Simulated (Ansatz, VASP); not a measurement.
# Si54C53O (O_C) in two plane-wave programs

Aim: how closely do two programs agree when they are given the same cell, functional and k mesh? Of the first pair: The structure shown is the start of the Ansatz relaxation below; VASP solves that cell, so the two are compared at the walk's first step.

Method: plane waves, with VASP 6.6.1 beside it; r2SCAN, in Ansatz 0.2.0.

### 1. The structure

The cell holds 108 atoms: 54 Si, 53 C and 1 O. Its edges and angles: a = 9.236 Å, b = 9.236 Å, c = 15.108 Å, α = 90.0°, β = 90.0°, γ = 120.0°. It derives from SiC (SiC (P6_3mc)). Nearest the centre at fractional (0.556, 0.444, 0.542): O108 at 0.05 Å, Si53 at 1.86 Å, Si47 at 1.89 Å, Si27 at 1.90 Å, Si29 at 1.90 Å, C77 at 3.04 Å, C59 at 3.06 Å, C65 at 3.09 Å. The cell carries charge +2.

### 2. Ansatz: relaxation, r2SCAN

Ansatz runs on its PAW soft_1 files.

The two programs are compared at the cell with which this relaxation starts, whose forces are those of its first step.

File input.yaml:

```yaml
crystal:
  lattice:
    - [3.07866498, 0.0, 0.0]
    - [-1.53933249, 2.66620208, 0.0]
    - [0.0, 0.0, 15.1078644]
  atoms:
    - { symbol: Si, position: [0.33333333, 0.66666667, 0.8329854] }
    - { symbol: Si, position: [0.66666667, 0.33333333, 0.3329854] }
    - { symbol: Si, position: [0.66666667, 0.33333333, 0.66650102] }
    - { symbol: Si, position: [0.33333333, 0.66666667, 0.16650102] }
    - { symbol: Si, position: [0.0, 0.0, 0.49972248] }
    - { symbol: Si, position: [0.0, 0.0, 0.99972248] }
    - { symbol: C, position: [0.0, 0.0, 0.87436694] }
    - { symbol: C, position: [0.0, 0.0, 0.37436694] }
    - { symbol: C, position: [0.33333333, 0.66666667, 0.70799668] }
    - { symbol: C, position: [0.66666667, 0.33333333, 0.20799668] }
    - { symbol: C, position: [0.66666667, 0.33333333, 0.54152848] }
    - { symbol: C, position: [0.33333333, 0.66666667, 0.04152848] }
  supercell: [3, 3, 1]
  defects: [{ substitution: { at: 58, symbol: O } }]
total_charge: 2
basis:
  ecutwfc: 500
  xc_grid: 2
hamiltonian:
  xc: r2scan
  pseudopotentials: { kind: paw, azcp: { folder: soft_1 } }
kpoints:
  mp_grid: { grid: [1, 1, 1], shift: [0.25, 0.25, 0.25] }
scf:
  occupations: { method: fixed }
  max_iter: 80
output:
  forces: true
  charged_corrections:
    epsilon: [7.09, 7.09, 7.35]
    static_epsilon: [10.43, 10.43, 10.95]
relax:
  f_tol: 0.02
  max_steps: 80
  random_displacement: { amplitude: 0.05, seed: 8011 }
checkpoint:
  write: "../qp2.relax.run"
  compress: false
  write_wavefunctions: true
  write_every: 100000
```

Command:

```console
$ ansatz run input.yaml --threads 4 --pin off --max-ram 15073MiB --backend cpu --events-out ev --progress --plain --runs-dir out
```

Numbers of over 12 decimals in the logs are rounded to 6 here.

What it wrote:

```text
Engine: ansatz 0.2.0, x86_64-unknown-linux-gnu
Pseudopotentials: kind: paw
Pseudopotential: Si, paw, valence charge 4, recommended cutoff 500 eV (meta_gga), soft_1/Si.paw.azcp
Pseudopotential: C, paw, valence charge 4, recommended cutoff 500 eV (meta_gga), soft_1/C.paw.azcp
Pseudopotential: O, paw, valence charge 6, recommended cutoff 500 eV (meta_gga), soft_1/O.paw.azcp
Functional definition: r2SCAN
  parameter k0 = 0.174
  parameter k1 = 0.065
  parameter a1 = 4.9479
  exchange = r2scan_x(k0 = k0, k1 = k1, a1 = a1)
  correlation = r2scan_c
Crystal: 108 atoms, lattice volume = 1116.095 Å³
Basis set: ecut = 500 eV, 28399 PW (Γ), exchange–correlation on 144×144×240 points (8 copies of the dense FFT grid, shifted against one another)
Bands: 324, of which v1, the nominal top of the filled ones, is band 216 counted from 1 (215 counted from 0)
Symmetry: 1 space group operations
k-points: 1
Non-local potential: Si, projectors of the file, l = 0: 2, l = 1: 2, l = 2: 1
Non-local potential: C, projectors of the file, l = 0: 2, l = 1: 2, l = 2: 1
Non-local potential: O, projectors of the file, l = 0: 2, l = 1: 2, l = 2: 1
PAW form: soft (Blöchl's): semilocal exchange-correlation on the pseudo side does not see the compensation charge
PAW frozen core: Si, regenerated for the run's functional (the file was generated under x = pbe(κ = 0.804, μ = 0.219515), c = pbe(β = 0.066725))
PAW frozen core: C, regenerated for the run's functional (the file was generated under x = pbe(κ = 0.804, μ = 0.219515), c = pbe(β = 0.066725))
PAW frozen core: O, regenerated for the run's functional (the file was generated under x = pbe(κ = 0.804, μ = 0.219515), c = pbe(β = 0.066725))
PAW one-centre angular grid: Si, 302 points (default); XC on 160 Gauss nodes
PAW one-centre angular grid: C, 302 points (default); XC on 219 of its mesh's 2255 points in the sphere
PAW one-centre angular grid: O, 302 points (default); XC on 160 Gauss nodes
Initial density: superposition of atomic densities (chi_scale 0.1, normalization cell, long waves kept (reshape's long-wave potential 0.55 eV rms))
Initial wavefunctions: pseudopotential atomic-orbital guess
Functional: x = r2scan, c = r2scan; τ floored in thin density (d = 2e-4 eV/Å³)
SCF iter   1: F=—  HF=-48541.864878 eV  |F-HF|=—  |Δ(HF+E_count)|=         —  Δρ=1.38e-1  dr2=3.01e2  dr2_τ=2.83e1  ethr=3.10e-3  ⟨swp⟩=5.0  Hψ=1107  notcnv=0  defer=106
preconditioner: auto → Resta (q_TF=auto, 2.329 Å⁻¹)  ε∞=3.8  [insulator: Δε(μ)=3.536 eV  Ē_g=13.691 eV  n_scr=244 (ndim 8)  ℏωp=23.1 eV  f_vac=0.000  ε∞_Penn≈3.8]
SCF iter   2: F=—  HF=-48467.342320 eV  |F-HF|=—  |Δ(HF+E_count)|=    7.45e1  Δρ=5.16e-2  dr2=3.09e1  dr2_τ=3.53e0  ethr=3.10e-3  ⟨swp⟩=5.0  Hψ=887  notcnv=0  defer=105
SCF iter   3: F=—  HF=-48467.554858 eV  |F-HF|=—  |Δ(HF+E_count)|=   2.13e-1  Δρ=2.13e-2  dr2=3.85e0  dr2_τ=2.57e-1  ethr=3.10e-3  ⟨swp⟩=4.0  Hψ=445  notcnv=0  defer=106
SCF iter   4: F=—  HF=-48467.988689 eV  |F-HF|=—  |Δ(HF+E_count)|=   4.34e-1  Δρ=9.04e-3  dr2=6.49e-1  dr2_τ=8.78e-2  ethr=8.90e-4  ⟨swp⟩=4.0  Hψ=565  notcnv=0  defer=106
SCF iter   5: F=—  HF=-48467.958794 eV  |F-HF|=—  |Δ(HF+E_count)|=   2.99e-2  Δρ=1.33e-3  dr2=1.54e-2  dr2_τ=1.32e-3  ethr=1.50e-4  ⟨swp⟩=3.0  Hψ=552  notcnv=0  defer=106
SCF iter   6: F=—  HF=-48467.963313 eV  |F-HF|=—  |Δ(HF+E_count)|=   4.52e-3  Δρ=3.96e-4  dr2=1.54e-3  dr2_τ=6.70e-5  ethr=3.56e-6  ⟨swp⟩=3.0  Hψ=442  notcnv=0  defer=106
SCF iter   7: F=—  HF=-48467.963440 eV  |F-HF|=—  |Δ(HF+E_count)|=   1.27e-4  Δρ=9.97e-5  dr2=1.13e-4  dr2_τ=9.35e-6  ethr=3.57e-7  ⟨swp⟩=2.0  Hψ=486  notcnv=0  defer=106
SCF iter   8: F=-48467.963441 eV  HF=-48467.963444 eV  |F-HF|=2.83e-6  |Δ(HF+E_count)|=   3.87e-6  Δρ=2.39e-5  dr2=7.78e-6  dr2_τ=4.95e-7  ethr=2.31e-9  ⟨swp⟩=3.0  Hψ=1145  notcnv=0
SCF 1 converged in 8 iterations: F = -48467.963441 eV  dr2 = 7.78e-6
  greatest PAW one-centre occupation: 0.870 electrons in one spin orbital (limit 2), on the O atom at site 58 (counted from 0), in its partial waves of l = 0
relax step   1: F+E_penalty+E_count = -48467.96344081 eV  Δ(F+E_penalty+E_count) = +0.000e0 eV  max|allowed force component| = 4.314e0 eV/Å  Δτ_max = 0.0000 Å  (8 SCF iters, dr2 threshold 1.00e-5 eV, accepted)
Initial density: handed on by an earlier stage of this run
Initial wavefunctions: those handed on with the density
iter 1 solved again at ethr=2.72e-4 eV; its pass at ethr=3.10e-3 eV (dr2=1.17e0 eV) is discarded
SCF iter   1: F=—  HF=-48472.227541 eV  |F-HF|=—  |Δ(HF+E_count)|=         —  Δρ=8.27e-3  dr2=1.19e0  dr2_τ=7.99e-1  ethr=2.72e-4  ⟨swp⟩=1.0  Hψ=1164  notcnv=0  defer=106
preconditioner: auto → Resta (q_TF=auto, 2.329 Å⁻¹)  ε∞=4.2  [insulator: Δε(μ)=1.953 eV  Ē_g=12.827 eV  n_scr=244 (ndim 8)  ℏωp=23.0 eV  f_vac=0.000  ε∞_Penn≈4.2]
[...]
- { symbol: Si, position: [0.220909, 0.111080, 0.667463] }
    - { symbol: Si, position: [0.111057, 0.222664, 0.166062] }
    - { symbol: Si, position: [-0.0008572, 0.00157447, 0.498765] }
    - { symbol: Si, position: [0.000593479, 0.000185534, 0.999925] }
    - { symbol: C, position: [0.000911241, -0.000153587, 0.874495] }
    - { symbol: C, position: [-0.000527071, 0.00115787, 0.374453] }
    - { symbol: C, position: [0.111384, 0.222361, 0.708280] }
    - { symbol: C, position: [0.222211, 0.112099, 0.208066] }
    - { symbol: C, position: [0.224342, 0.112941, 0.542039] }
    - { symbol: C, position: [0.111544, 0.222552, 0.041514] }
    - { symbol: Si, position: [0.111614, 0.555250, 0.833480] }
    - { symbol: Si, position: [0.221674, 0.446455, 0.331955] }
    - { symbol: Si, position: [0.220985, 0.443746, 0.667424] }
    - { symbol: Si, position: [0.111277, 0.556149, 0.166059] }
    - { symbol: Si, position: [-0.000826334, 0.333028, 0.498799] }
    - { symbol: Si, position: [0.000566587, 0.333414, 0.999905] }
    - { symbol: C, position: [0.000883006, 0.333235, 0.874477] }
    - { symbol: C, position: [-0.000464001, 0.334526, 0.374432] }
    - { symbol: C, position: [0.111599, 0.555799, 0.707879] }
    - { symbol: C, position: [0.222243, 0.444982, 0.208065] }
    - { symbol: C, position: [0.224481, 0.446165, 0.542014] }
    - { symbol: C, position: [0.111541, 0.555859, 0.041395] }
    - { symbol: Si, position: [0.111620, 0.889133, 0.833511] }
    - { symbol: Si, position: [0.221979, 0.778666, 0.331888] }
    - { symbol: Si, position: [0.222551, 0.778199, 0.666730] }
    - { symbol: Si, position: [0.111269, 0.889382, 0.166064] }
    - { symbol: Si, position: [0.00125705, 0.668220, 0.498582] }
    - { symbol: Si, position: [0.00060104, 0.666837, 0.999926] }
    - { symbol: C, position: [0.00100802, 0.666633, 0.874038] }
    - { symbol: C, position: [-0.000202213, 0.667963, 0.374297] }
    - { symbol: C, position: [0.111639, 0.889111, 0.707902] }
    - { symbol: C, position: [0.222150, 0.778497, 0.207848] }
    - { symbol: C, position: [0.222371, 0.778453, 0.541608] }
    - { symbol: C, position: [0.111547, 0.889256, 0.041428] }
    - { symbol: Si, position: [0.445117, 0.222322, 0.834566] }
    - { symbol: Si, position: [0.554129, 0.110624, 0.331962] }
    - { symbol: Si, position: [0.556905, 0.111192, 0.667415] }
    - { symbol: Si, position: [0.444447, 0.222554, 0.166106] }
    - { symbol: Si, position: [0.332534, -0.000469308, 0.498577] }
    - { symbol: Si, position: [0.333944, 0.000161929, 0.999916] }
    - { symbol: C, position: [0.334145, -0.00024363, 0.874033] }
    - { symbol: C, position: [0.332698, 0.000871057, 0.374292] }
    - { symbol: C, position: [0.444904, 0.222563, 0.706906] }
    - { symbol: C, position: [0.555639, 0.112123, 0.208073] }
    - { symbol: C, position: [0.554605, 0.113070, 0.542051] }
    - { symbol: C, position: [0.444901, 0.222589, 0.041514] }
    - { symbol: Si, position: [0.445146, 0.555603, 0.834572] }
    - { symbol: Si, position: [0.555266, 0.445363, 0.331837] }
[...]
- { symbol: O, position: [0.555411, 0.445469, 0.540294] }
[...]
- { symbol: Si, position: [0.672995, 0.327825, 0.496819] }
    - { symbol: Si, position: [0.667348, 0.333418, 1.000108] }
[...]
- { symbol: C, position: [0.887786, 0.446187, 0.542049] }
    - { symbol: C, position: [0.778189, 0.555886, 0.041520] }
    - { symbol: Si, position: [0.778695, 0.889437, 0.833832] }
    - { symbol: Si, position: [0.890019, 0.779019, 0.331955] }
    - { symbol: Si, position: [0.889670, 0.779819, 0.667469] }
    - { symbol: Si, position: [0.777983, 0.889589, 0.166061] }
    - { symbol: Si, position: [0.673286, 0.680735, 0.496864] }
    - { symbol: Si, position: [0.667365, 0.666986, 1.000104] }
    - { symbol: C, position: [0.667613, 0.666632, 0.874398] }
    - { symbol: C, position: [0.665556, 0.666520, 0.375200] }
    - { symbol: C, position: [0.778381, 0.889348, 0.708282] }
    - { symbol: C, position: [0.888525, 0.778406, 0.208069] }
    - { symbol: C, position: [0.887836, 0.776400, 0.542044] }
    - { symbol: C, position: [0.778245, 0.889253, 0.041510] }
```

Reading the cycles: dr2 is the Hartree energy of the density residual (eV), the measure of convergence; HF is the Harris–Foulkes estimate of the energy, which meets the free energy F at convergence.

### 3. VASP: single point, r2SCAN, start cell, pair 1

The same cell, functional and mesh now go to VASP, with its own data sets.

Lines of VASP's logs that name or quote its potential files are left out, and so is its time.

File INCAR:

```
SYSTEM = Si54C53O
PREC = Accurate
ENCUT = 580
EDIFF = 1E-06
NELM = 120
ISMEAR = 0
SIGMA = 0.01
LREAL = Auto
ALGO = Normal
METAGGA = R2SCAN
LASPH = .TRUE.
NELECT = 432
NBANDS = 296
LORBIT = 11
LWAVE = .FALSE.
LCHARG = .FALSE.
ISIF = 2
ISYM = 0
GGA_COMPAT = .FALSE.
EFERMI = MIDGAP
LMIXTAU = .TRUE.
NCORE = 2
```

File POSCAR:

```
Si54C53O
1.0
    9.2359949282      0.0000000000      0.0000000000
   -4.6179974641      7.9986062370      0.0000000000
    0.0000000000      0.0000000000     15.1078644027
Si C O
54 53 1
Direct
    0.1163877192      0.2255950533      0.8347020905
    0.2248067914      0.1167149591      0.3315248844
    0.2217048312      0.1073958355      0.6690333412
[... 1 atom line left out ...]
    0.0041799171      0.9992123628      0.5014432085
[... 2 atom lines left out ...]
    0.2186503229      0.4433348630      0.3356697456
    0.2233217943      0.4426466181      0.6694257858
[... 1 atom line left out ...]
    0.0036017942      0.3387078848      0.4981275844
[... 5 atom lines left out ...]
    0.9964660772      0.6691360771      0.5005857743
[... 1 atom line left out ...]
    0.4498626022      0.2274810068      0.8324424065
    0.5534206537      0.1097259915      0.3360898579
    0.5581230903      0.1132571067      0.6635299161
[... 1 atom line left out ...]
    0.3339757404      0.0049454866      0.4980356455
[... 1 atom line left out ...]
    0.4424117310      0.5494239708      0.8331117929
    0.5587247096      0.4481309485      0.3355323337
    0.5505839214      0.4387631915      0.6669579321
[... 1 atom line left out ...]
    0.3303823693      0.3350618746      0.5018847666
[... 2 atom lines left out ...]
    0.5589808351      0.7812438586      0.3304328704
    0.5561197502      0.7802070530      0.6634776917
[... 1 atom line left out ...]
    0.3354553561      0.6688520276      0.5027586823
[... 5 atom lines left out ...]
    0.6714185453      0.9992036113      0.5006513031
[... 1 atom line left out ...]
    0.7806548476      0.5543702076      0.8354470667
    0.8828526309      0.4406205151      0.3322803188
    0.8885808416      0.4391217540      0.6655303312
[... 1 atom line left out ...]
    0.6701468274      0.3381584141      0.4977221664
[... 2 atom lines left out ...]
    0.8880836103      0.7722799219      0.3319515496
    0.8845981166      0.7790328484      0.6677138960
[... 1 atom line left out ...]
    0.6659202792      0.6621004764      0.4976666986
[... 3 atom lines left out ...]
    0.1052757517      0.2196186370      0.7068255787
[... 1 atom line left out ...]
    0.2207687648      0.1156341458      0.5412814665
[... 5 atom lines left out ...]
    0.2226591496      0.4482435932      0.5390570621
[... 2 atom lines left out ...]
    0.0041024743      0.6701134974      0.3720201512
[... 5 atom lines left out ...]
    0.3287731362      0.9949514954      0.3758701328
    0.4385656783      0.2191556814      0.7091190862
[... 1 atom line left out ...]
    0.5590556728      0.1172361749      0.5421331422
[... 2 atom lines left out ...]
    0.3319766519      0.3338961715      0.3712266572
    0.4426376444      0.5598346596      0.7079872254
[... 3 atom lines left out ...]
    0.3337963046      0.6713645904      0.3762210097
[... 2 atom lines left out ...]
    0.5612540693      0.7828093813      0.5417945768
[... 3 atom lines left out ...]
    0.7736748908      0.2219995518      0.7102293027
[... 4 atom lines left out ...]
    0.6687515715      0.3293001208      0.3740407545
    0.7760708547      0.5575095045      0.7106782742
[... 1 atom line left out ...]
    0.8924939704      0.4419311184      0.5421187788
[... 2 atom lines left out ...]
    0.6722444002      0.6691727085      0.3728828145
    0.7776999455      0.8841074045      0.7095921511
[... 1 atom line left out ...]
    0.8948173428      0.7820581255      0.5422023776
[... 1 atom line left out ...]
    0.5575405180      0.4464440296      0.5446057617
```

File KPOINTS:

```
Points of the shifted mesh
1
Reciprocal
 0.2500000000  0.2500000000  0.2500000000 1
```

PAW data sets: Si, C and O (PBE family, release 64).

Command:

```console
$ mpirun -np 8 vasp_std
```

What it wrote:

```text
[banner, memory and clock lines left out]
running    8 mpi-ranks, on    1 nodes
[...]
|                                                                             |
|               ----> ADVICE to this user running VASP <----                  |
|                                                                             |
|     You enforced a specific xc type in the INCAR file but a different       |
|     [... a line on the potential file left out ...]
|     I HOPE YOU KNOW WHAT YOU ARE DOING!                                     |
|                                                                             |

 LDA part: xc-table for (None), standard interpolation
 POSCAR, INCAR and KPOINTS ok, starting setup
[...]
entering main loop
       N       E                     dE             d eps       ncg     rms          rms(c)
DAV:   1     0.120648590355E+04    0.12065E+04   -0.21812E+05   592   0.149E+03
DAV:   2    -0.105888943169E+04   -0.22654E+04   -0.21344E+04   728   0.256E+02
DAV:   3    -0.121874908169E+04   -0.15986E+03   -0.15829E+03   728   0.632E+01
DAV:   4    -0.122222285733E+04   -0.34738E+01   -0.34590E+01   720   0.102E+01
DAV:   5    -0.122232104975E+04   -0.98192E-01   -0.98013E-01   728   0.160E+00BRMIX: very serious problems
 the old and the new charge density differ
 old charge density:   434.00000 new  432.00000
    0.673E+01
DAV:   6    -0.111711534132E+04    0.10521E+03   -0.28664E+02   704   0.239E+01    0.374E+01
DAV:   7    -0.105953849788E+04    0.57577E+02   -0.28876E+01   760   0.955E+00    0.151E+01
DAV:   8    -0.111244798406E+04   -0.52909E+02   -0.12917E+01   632   0.765E+00    0.109E+01
DAV:   9    -0.108134457803E+04    0.31103E+02   -0.47288E+00   640   0.473E+00    0.467E+00
[...]
DAV:  24    -0.105882673730E+04    0.40372E-05   -0.69215E-06   680   0.584E-03    0.105E-02
DAV:  25    -0.105882674334E+04   -0.60324E-05   -0.22325E-06   440   0.308E-03    0.603E-03
DAV:  26    -0.105882674422E+04   -0.87990E-06   -0.49439E-07   368   0.142E-03
   1 F= -.10588267E+04 E0= -.10588267E+04  d E =0.000000E+00
```

Parts of OUTCAR (step 3):

```text
  FREE ENERGIE OF THE ION-ELECTRON SYSTEM (eV)
  ---------------------------------------------------
  free  energy   TOTEN  =     -1058.8267442155 eV

  energy  without entropy=    -1058.8267442155  energy(sigma->0) =    -1058.82674422
```

The run ends at a pressure of -3.33 GPa, with forces up to 4.4 eV/Å.

### 4. Differences

Known differences besides the potentials themselves: VASP keeps PBE cores, Ansatz makes them for the functional; fixed occupations in Ansatz, narrow Gaussian smearing in VASP; the cutoff is 500 eV in Ansatz and 580 eV in VASP (PREC = Accurate, projectors in real space). Total energies have different zeros and are not compared.

Forces on 10 of the 108 atoms, those with the largest forces and the largest differences (eV/Å; atoms numbered as in POSCAR):

```tsv
atom	Ansatz x, y, z	VASP x, y, z
Si26	-0.334, -0.807, -2.822	-0.330, -0.804, -2.808
Si27	0.157, 1.242, 4.053	0.155, 1.243, 4.070
Si29	-2.486, -1.607, -2.444	-2.502, -1.617, -2.443
Si47	3.156, -2.210, -0.500	3.174, -2.222, -0.511
Si53	0.140, 4.314, -0.660	0.138, 4.334, -0.666
C77	-0.783, 0.218, -0.790	-0.792, 0.204, -0.773
C80	1.106, 0.949, 2.803	1.108, 0.946, 2.785
C88	0.305, -2.153, -0.250	0.286, -2.147, -0.234
C97	-2.056, 1.146, 1.540	-2.058, 1.149, 1.520
C103	-0.995, -1.144, 1.756	-0.988, -1.146, 1.732
```

The forces differ by 6.3 meV/Å r.m.s., which is 0.6 % of the r.m.s. force of 1.100 eV/Å (both taken over all components). The cell carries a charge of +2 e against a uniform background, so its pressure also hangs on how the neutralising background is counted, and in a defect's cell a gap may be the spacing between its levels.

### 5. Ansatz: relaxation, r2SCAN

This run makes the geometry at which the two programs are then compared.

The structure compared here is the end of the Ansatz relaxation.

This is the run of step 2 again, met here at its other cell.

(Part 1 of 2 ends here.)

[Lines on the potential files, build, host, timing and source positions are cut from VASP's logs without a mark.]

[Logs are printed without paths, hosts, clocks, repeated set-up lines and the standing remarks that a program may print on its own settings, such as how far it seeks lower states.]

[Hosts, paths, dates, database ids (printed as entryN), source tags and the programs' standing remarks are cut or masked in the printed files.]
